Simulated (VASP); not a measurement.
# SiC (P6_3mc) in VASP: Born charges and dielectric tensor with PBE

Aim: the Born charges and dielectric tensor of SiC with PBE.

Everything below comes from runs of VASP 6.6.1. Logs are shortened: lines on timing, memory, paths and dates and some standing lists are left out, and cuts for length are marked.

### 1 The structure

Symmetry: P6_3mc, No. 186, hexagonal system. The conventional cell has a = 3.142 Å, b = 3.142 Å, c = 4.910 Å, α = 90.00°, β = 90.00°, γ = 120.00°. Around Si (site symmetry 3m) lie 4 C at 1.89 to 1.92 Å. C (site symmetry 3m) is surrounded by 4 Si at 1.89 to 1.92 Å.

### 2 Born charges and dielectric tensor, PBE

Contents of INCAR:

```
SYSTEM = SiC
PREC = Accurate ; ENCUT = 520
EDIFF = 1E-8 ; ISMEAR = 0
SIGMA = 0.02 ; LREAL = .False.
LASPH = .True. ; NELM = 100
ALGO = Fast ; ISIF = 2
LWAVE = .False. ; LCHARG = .False.
GGA = PE ; LEPSILON = .True.
IBRION = 8 ; NSW = 1
```

Contents of KPOINTS:

```
regular mesh
0
Gamma
  3 3 1
  0 0 0
```

Contents of POSCAR:

```
SiC                                     
1.0
    3.1420469008      0.0000000000      0.0000000000
   -1.5710234504      2.7210924338      0.0000000000
    0.0000000000      0.0000000000      4.9099193015
  Si              C             
     2     2
Direct
     0.3333333300000021    0.6666666699999979    0.9973078293050932
     0.6666666699999979    0.3333333300000021    0.4973078293050932
     0.3333333300000021    0.6666666699999979    0.3876921706949048
     0.6666666699999979    0.3333333300000021    0.8876921706949048
```

Potentials or basis: VASP PAW PBE potentials, release 64 (Si, C).

Run with:

```
cat potpaw_PBE.64/Si/POTCAR potpaw_PBE.64/C/POTCAR > POTCAR
mpirun -np 4 vasp_std > vasp.out
```

OUTCAR:

```text
SYSTEM = SiC
   PREC = Accurate
   ENCUT = 520
   EDIFF = 1E-8
   ISMEAR = 0
   LREAL = .False.
   LASPH = .True.
   NELM = 100
   ISIF = 2
   GGA = PE
   LEPSILON = .True.
   IBRION = 8
   NSW = 1

 ion  position               nearest neighbor table
   1  0.333  0.667  0.997-   4 1.89   4 1.89   4 1.89   3 1.92   2 3.05   2 3.05   2 3.05   2 3.05
                             2 3.05   2 3.05
   2  0.667  0.333  0.497-   3 1.89   3 1.89   3 1.89   4 1.92   1 3.05   1 3.05   1 3.05   1 3.05
                             1 3.05   1 3.05
   3  0.333  0.667  0.388-   2 1.89   2 1.89   2 1.89   1 1.92
   4  0.667  0.333  0.888-   1 1.89   1 1.89   1 1.89   2 1.92

  LATTYP: Found a hexagonal cell.
 ALAT       =     3.1420469008
 C/A-ratio  =     1.5626499083

  Lattice vectors:

 A1 = (   3.1420469008,   0.0000000000,   0.0000000000)
 A2 = (  -1.5710234504,   2.7210924338,   0.0000000000)
 A3 = (   0.0000000000,   0.0000000000,   4.9099193015)

Analysis of symmetry for initial positions (statically):
=====================================================================
 Subroutine PRICEL returns:
 Original cell was already a primitive cell.

 Routine SETGRP: Setting up the symmetry group for a
 hexagonal supercell.

 Subroutine GETGRP returns: Found 12 space group operations
 (whereof  6 operations were pure point group operations)
 out of a pool of 24 trial point group operations.

The static configuration has the point symmetry C_3v.
 The point group associated with its full space group is C_6v.

Analysis of symmetry for dynamics (positions and initial velocities):
=====================================================================
 Subroutine PRICEL returns:
 Original cell was already a primitive cell.

 Routine SETGRP: Setting up the symmetry group for a
 hexagonal supercell.

 Subroutine GETGRP returns: Found 12 space group operations
 (whereof  6 operations were pure point group operations)
 out of a pool of 24 trial point group operations.

The dynamic configuration has the point symmetry C_3v.
 The point group associated with its full space group is C_6v.

 Subroutine INISYM returns: Found 12 space group operations
 (whereof  6 operations are pure point group operations),
 and found     1 'primitive' translations

----------------------------------------------------------------------------------------

                                     Primitive cell

  volume of cell :      41.9788

  direct lattice vectors                    reciprocal lattice vectors
     3.142046901  0.000000000  0.000000000     0.318263868  0.183749730  0.000000000
    -1.571023450  2.721092434  0.000000000     0.000000000  0.367499460  0.000000000
     0.000000000  0.000000000  4.909919302     0.000000000  0.000000000  0.203669335

  length of vectors
     3.142046901  3.142046899  4.909919302     0.367499460  0.367499460  0.203669335

  position of ions in fractional coordinates (direct lattice)
     0.333333330  0.666666670  0.997307829
     0.666666670  0.333333330  0.497307829
[... 220 lines left out ...]
     0.43562  0.00000 -0.00000
     0.00000  0.43562 -0.00000
    -0.00000  0.00000 -0.95877

[... ionic steps 4 to 9 ...]

--------------------------------------- Ionic step       10  -------------------------------------------

------------------------ aborting loop because EDIFF is reached ----------------------------------------

[... ionic steps 11 to 11 ...]

--------------------------------------- Ionic step       12  -------------------------------------------

 Free energy of the ion-electron system (eV)
  ---------------------------------------------------
  ---------------------------------------------------
  free energy    TOTEN  =        -0.13355695 eV

  energy without entropy =       -0.13355695

------------------------ aborting loop because EDIFF is reached ----------------------------------------

 INTERNAL STRAIN TENSOR  FOR ION    3  DIRECTION 3   (eV/Angst):
 -----------------------------------------------------------------------------
     5.46573  0.00000  0.00000
    -0.00000  5.46573 -0.00000
    -0.00000  0.00000-15.61730

 MACROSCOPIC STATIC DIELECTRIC TENSOR (including local field effects in DFT)
 ------------------------------------------------------
          10.160212     0.000000     0.000000
          -0.000000    10.160212     0.000000
           0.000000    -0.000000     5.571398
 ------------------------------------------------------

 PIEZOELECTRIC TENSOR (including local field effects)  for field in x, y, z        (e  Angst)
          XX          YY          ZZ          XY          YZ          ZX
  --------------------------------------------------------------------------------
  x     0.00000     0.00000     0.00000     0.00000     0.00000     1.47836
  y     0.00000    -0.00000     0.00000     0.00000     1.47836     0.00000
  z     1.14137     1.14137    -2.51209     0.00000     0.00000     0.00000

 PIEZOELECTRIC TENSOR (including local field effects)  for field in x, y, z        (C/m^2)
          XX          YY          ZZ          XY          YZ          ZX
  --------------------------------------------------------------------------------
  x     0.00000     0.00000     0.00000     0.00000     0.00000     0.56423
  y     0.00000    -0.00000     0.00000     0.00000     0.56423     0.00000
  z     0.43562     0.43562    -0.95877     0.00000     0.00000     0.00000

 BORN EFFECTIVE CHARGES (including local field effects) (in |e|, cummulative output)
 ---------------------------------------------------------------------------------
 ion    1
    1     3.05501     0.00000    -0.00000
    2     0.00000     3.05501     0.00000
    3     0.00000    -0.00000     2.68468
 ion    2
    1     3.05501     0.00000     0.00000
    2     0.00000     3.05501     0.00000
    3     0.00000     0.00000     2.68468
 ion    3
    1    -3.05501     0.00000     0.00000
    2    -0.00000    -3.05501     0.00000
    3     0.00000    -0.00000    -2.68468
 ion    4
    1    -3.05501     0.00000    -0.00000
    2     0.00000    -3.05501     0.00000
    3     0.00000     0.00000    -2.68468

 INTERNAL STRAIN TENSOR FOR ION    4 for displacements in x,y,z  (eV/Angst):
          X           Y           Z          XY          YZ          ZX
  --------------------------------------------------------------------------------
  x     0.00000     0.00000     0.00000    10.45764     0.00000     4.93510
  y    10.45764   -10.45764     0.00000     0.00000     4.94806     0.00000
  z     5.46573     5.46573   -15.61730    -0.00000     0.00000    -0.00000

 SECOND DERIVATIVES (NOT SYMMETRIZED)
 ------------------------------------
               1X          1Y          1Z          2X          2Y          2Z          3X          3Y          3Z          4X          4Y          4Z
  1X   -20.400439   -0.000000    0.000000    1.296158    0.000000   -0.000000    0.497992    0.000000   -0.000000   18.606289    0.000000    0.000000
  1Y    -0.000000  -20.400439    0.000000    0.000000    1.296158    0.000000    0.000000    0.497992    0.000000    0.000000   18.606289    0.000000
  1Z     0.000000    0.000000  -23.056684    0.000000    0.000000    7.497870    0.000000    0.000000    6.888981    0.000000    0.000000    8.669833
  2X     1.296158    0.000000    0.000000  -20.400439    0.000000   -0.000000   18.606289    0.000000    0.000000    0.497992    0.000000    0.000000
  2Y     0.000000    1.296158   -0.000000    0.000000  -20.400439   -0.000000    0.000000   18.606289    0.000000    0.000000    0.497992   -0.000000
  2Z    -0.000000    0.000000    7.497870    0.000000   -0.000000  -23.056684    0.000000   -0.000000    8.669833    0.000000    0.000000    6.888981
  3X     0.484120   -0.000000    0.000000   18.628322    0.000000   -0.000000  -19.417276   -0.000000    0.000000    0.304834   -0.000000   -0.000000
  3Y    -0.000000    0.484120   -0.000000   -0.000000   18.628322    0.000000    0.000000  -19.417276   -0.000000    0.000000    0.304834   -0.000000
  3Z     0.000000    0.000000    6.828944    0.000000    0.000000    8.730547   -0.000000   -0.000000  -20.273534    0.000000    0.000000    4.714042
  4X    18.628322    0.000000    0.000000    0.484120    0.000000    0.000000    0.304834    0.000000    0.000000  -19.417276    0.000000   -0.000000
  4Y     0.000000   18.628322   -0.000000    0.000000    0.484120    0.000000    0.000000    0.304834    0.000000    0.000000  -19.417276    0.000000
  4Z    -0.000000    0.000000    8.730547   -0.000000    0.000000    6.828944   -0.000000   -0.000000    4.714042    0.000000    0.000000  -20.273534

 Eigenvectors and eigenvalues of the dynamical matrix
 ----------------------------------------------------

   1 f  =   23.635229 THz   148.504523 2PiTHz  788.386377 cm-1    97.747409 meV
             X         Y         Z           dx          dy          dz
     -0.000000  1.814062  4.896701    -0.386290    0.000000   -0.000000
      1.571023  0.907031  2.441741     0.386290   -0.000000   -0.000000
     -0.000000  1.814062  1.903537    -0.592267    0.000000    0.000000
      1.571023  0.907031  4.358497     0.592267   -0.000000   -0.000000
[... 71 lines left out ...]
  12 f/i=    0.002305 THz     0.014480 2PiTHz    0.076871 cm-1     0.009531 meV
             X         Y         Z           dx          dy          dz
     -0.000000  1.814062  4.896701    -0.568246   -0.165419   -0.000000
      1.571023  0.907031  2.441741    -0.568246   -0.165419   -0.000000
     -0.000000  1.814062  1.903537    -0.371532   -0.108155   -0.000000
      1.571023  0.907031  4.358497    -0.371532   -0.108155   -0.000000

--------------------------------------------------------------------------------------------------------

 MACROSCOPIC STATIC DIELECTRIC TENSOR IONIC CONTRIBUTION
 ------------------------------------------------------
           4.210824    -0.000000     0.000000
          -0.000000     4.210824    -0.000000
           0.000000    -0.000000     3.993611
 ------------------------------------------------------

 ELASTIC MODULI CONTR FROM IONIC RELAXATION (kBar)
 Direction    XX          YY          ZZ          XY          YZ          ZX
 --------------------------------------------------------------------------------
 XX        -603.9379    310.9126    418.7046      0.0000     -0.0000     -0.0000
 YY         310.9126   -603.9379    418.7046      0.0000     -0.0000      0.0000
 ZZ         418.7046    418.7046  -1196.5761     -0.0000     -0.0000      0.0000
 XY           0.0000      0.0000     -0.0000   -457.4253     -0.0000     -0.0000
 YZ          -0.0000      0.0000     -0.0000     -0.0000    -94.6773      0.0000
 ZX          -0.0000      0.0000      0.0000     -0.0000      0.0000    -93.2382
 --------------------------------------------------------------------------------

 PIEZOELECTRIC TENSOR IONIC CONTR  for field in x, y, z        (C/m^2)
          XX          YY          ZZ          XY          YZ          ZX
  --------------------------------------------------------------------------------
  x    -0.00000     0.00000     0.00000    -0.00000     0.00000    -0.58959
  y     0.00000     0.00000    -0.00000     0.00000    -0.59413     0.00000
  z    -0.71977    -0.71977     2.05696     0.00000     0.00000    -0.00000
```

Wall time 31 s (4 MPI ranks of AMD EPYC 7R13 (Zen 3), shared host); peak memory 0.1 GiB.

Results:

```yaml
Band_gap_on_the_k_mesh: 2.25 eV, indirect (least direct gap 3.39 eV)
Electronic_dielectric_tensor_diagonal: 10.16, 10.16, 5.57
Born_charges_mean_of_the_diagonal: Si +2.93; C -2.93 e
Highest_phonon_frequency_at_Γ_LO-TO_splitting_left_out: 788 cm⁻¹
```

Phonon frequencies in cm⁻¹ (negative: imaginary):
```
              q point                                frequencies
(0.000, 0.000, 0.000)  0 0 0 187 187 541 709 754 786 786 788 788
```

Electronic dielectric tensor:
```
10.16  0.00  0.00
 0.00 10.16  0.00
 0.00  0.00  5.57
```

Born effective charge tensors (e):
atom 1, Si
```
3.06 0.00 0.00
0.00 3.06 0.00
0.00 0.00 2.68
```
atom 2, Si
```
3.06 0.00 0.00
0.00 3.06 0.00
0.00 0.00 2.68
```
atom 3, C
```
-3.06  0.00  0.00
 0.00 -3.06  0.00
 0.00  0.00 -2.68
```
atom 4, C
```
-3.06  0.00  0.00
 0.00 -3.06  0.00
 0.00  0.00 -2.68
```

Caveat: the k mesh is coarse (spacing up to 1.28 Å⁻¹), so the values aren't converged; an odd mesh through Γ misses points on the zone boundary, where band edges often lie.
